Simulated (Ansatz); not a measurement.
## Lattice vibrations of Ru at Γ at 3 GPa

The calculation used Ansatz 0.2.0, DFT PBEsol, scalar-relativistic, plane waves, PAW. Settings: 420 eV plane-wave cutoff, Γ-centred 18×18×10 mesh, Fermi-Dirac smearing of 0.15 eV. No spin polarisation. Phonons by linear response, acoustic sum rule imposed.

The cell, relaxed at 3 GPa:
```xyz
2
Lattice="2.6837 0.0000 0.0000 -1.3418 2.3241 0.0000 0.0000 0.0000 4.2407" Properties=species:S:1:pos:R:3 pbc="T T T"
Ru    0.0000    1.5494    1.0602
Ru    1.3418    0.7747    3.1805
```

In a metal, frequencies and elastic constants depend on the k mesh and the smearing, soft modes and shear constants most.

Optical modes at Γ; i marks an imaginary frequency:
| frequency (cm⁻¹) | degeneracy |
| --- | --- |
| 202 | 2 |
| 268 | 1 |

All 3 optical modes at Γ are real: no displacement of atoms at fixed cell lowers the energy to second order. Strains and modes at other wave vectors aren't tested by this run.

Cost: 1 run of about 0.42 core-minutes, on AMD EPYC 9R45 (Zen 5) (shared hosts).